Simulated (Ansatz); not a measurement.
# Sn: the cost of one run

Method: DFT PBE, scalar-relativistic, in Ansatz 0.2.0.

### 1 The system as given

The structure is tetragonal, space group I4/mmm (No. 139). Conventional cell: a = 3.181 Å, b = 3.181 Å, c = 5.831 Å, α = 90.00°, β = 90.00°, γ = 90.00°. Around Sn (site symmetry 4/mmm) lie 4 Sn at 3.18 Å.

Structure file:

```cif
data_structure
_symmetry_space_group_name_H-M 'P 1'
_symmetry_Int_Tables_number 1
_cell_length_a 3.6827
_cell_length_b 3.6827
_cell_length_c 3.6827
_cell_angle_alpha 128.816
_cell_angle_beta 128.816
_cell_angle_gamma 75.306
_cell_volume 29.51
loop_
_atom_site_label
_atom_site_type_symbol
_atom_site_fract_x
_atom_site_fract_y
_atom_site_fract_z
_atom_site_occupancy
Sn1 Sn 0.00000 0.00000 0.00000 1
```

### 2 After the deformation

Space group I4/mmm before, C2/m after.

### 3 LAPW, all electrons

Input file input.yaml:

```yaml
crystal:
  lattice:
    - [-1.523154, 1.6106235, 2.91565]
    - [1.6106235, -1.523154, 2.91565]
    - [1.5708765, 1.5708765, -2.8679275]
  atoms:
    - { symbol: Sn, position: [0.0, 0.0, 0.0] }
kpoints:
  mp_grid: { grid: [18, 18, 18] }
  band_path:
    path:
      - [0.0, 0.0, 0.0]
      - [0.5, 0.5, -0.5]
      - [0.8411609827, 0.1588390173, -0.5]
      - [0.1588390173, -0.1588390173, -0.5]
      - [0.0, 0.0, -0.5]
      - [0.0, 0.0, 0.0]
      - [0.5, -0.5, 0.0]
      - [0.5, 0.0, -0.5]
      - [0.0, 0.0, 0.0]
    npoints: 5
scf:
  occupations: { method: fermi_dirac, width: 0.03 }
hamiltonian:
  xc: pbe
  pseudopotentials: { kind: all_electron, lapw: { basis_error: 0.001 } }
output:
  forces: true
  stress: true
  eigenvalues: true
```

Launch:

```console
ansatz run input.yaml --threads 1 --pin off --max-ram 3072MiB --backend cpu --events-out ev --progress --plain --runs-dir out
```

Q: Estimate wall time and peak memory on 1 thread of Arm Neoverse V2, shared host.

About 95 s, with a peak of 1.2 GiB.
